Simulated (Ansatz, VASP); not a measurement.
SrO in VASP and in Ansatz

File INCAR:

```
  PREC = Accurate
  ENCUT = 520
  EDIFF = 1E-6
  ISMEAR = -1
  SIGMA = 0.05
  LREAL = F
  LASPH = T
  NELM = 150
  ALGO = Normal
  ISIF = 2
  LWAVE = F
  LCHARG = F
  LNONCOLLINEAR = T
  MAGMOM = 0 0 0 0 0 0
  LORBIT = 11
  LSORBIT = T
  GGA_COMPAT = F
  LORBMOM = T
  GGA = PS
  NBANDS = 28
```

The input KPOINTS:

```
regular mesh
0
Gamma
  7 7 7
```

Contents of POSCAR:

```
SrO
1.0
    0.0000000000      2.5663000000      2.5663000000
    2.5663000000      0.0000000000      2.5663000000
    2.5663000000      2.5663000000      0.0000000000
Sr O
1 1
Direct
    0.5000000000      0.5000000000      0.5000000000
    0.0000000000      0.0000000000      0.0000000000
```

The input input.yaml:

```yaml
crystal:
  lattice:
    - [0.0, 2.5663, 2.5663]
    - [2.5663, 0.0, 2.5663]
    - [2.5663, 2.5663, 0.0]
  atoms:
    - { symbol: Sr, position: [0.5, 0.5, 0.5] }
    - { symbol: O, position: [0.0, 0.0, 0.0] }
kpoints:
  mp_grid: { grid: [7, 7, 7] }
  band_path:
    path:
      - [0.0, 0.0, 0.0]
      - [0.5, 0.0, 0.5]
      - [0.5, 0.25, 0.75]
      - [0.375, 0.375, 0.75]
      - [0.0, 0.0, 0.0]
      - [0.5, 0.5, 0.5]
      - [0.625, 0.25, 0.625]
      - [0.5, 0.25, 0.75]
    npoints: 12
scf:
  occupations: { method: fermi_dirac, width: 0.05 }
hamiltonian:
  xc: pbesol
  pseudopotentials: { kind: all_electron, lapw: { basis_error: 0.001 } }
magnetization:
  noncollinear: true
  spin_orbit: true
output:
  forces: true
  stress: true
  eigenvalues: true
```

Alike in both runs: functional PBEsol; k mesh 7 × 7 × 7; occupations fermi-dirac, width 0.05 eV; non-collinear spin, spin-orbit coupling.

|  | VASP | Ansatz |
| --- | --- | --- |
| version | VASP 6.6.1 | Ansatz 0.2.0 |
| potentials or method | VASP PAW PBE potentials, release 64 (Sr_sv, O) | all-electron LAPW, relativistic spinors |
| plane-wave cutoff (eV) | 520 | see its input |
| task | single point | band structure |

|  | VASP | Ansatz | Ansatz less VASP |
| --- | --- | --- | --- |
| gap on the k mesh at the Fermi level (eV) | 3.23 | 3.27 | +0.047 |
| least direct gap on the mesh (eV) | 3.31 | 3.34 | +0.036 |
| pressure (GPa) | 0.1 | -0.6 | -0.61 |
| net moment per atom (μB) | 0.00 | 0.00 | 0.000 |

Ansatz ran all-electron here, so the differences hold the error of VASP's frozen core and of both bases.

Caveats: the PAW data sets were made with another functional, which shifts forces and pressure a little (VASP); the mesh misses the band edges, which the band path finds closer together (Ansatz).
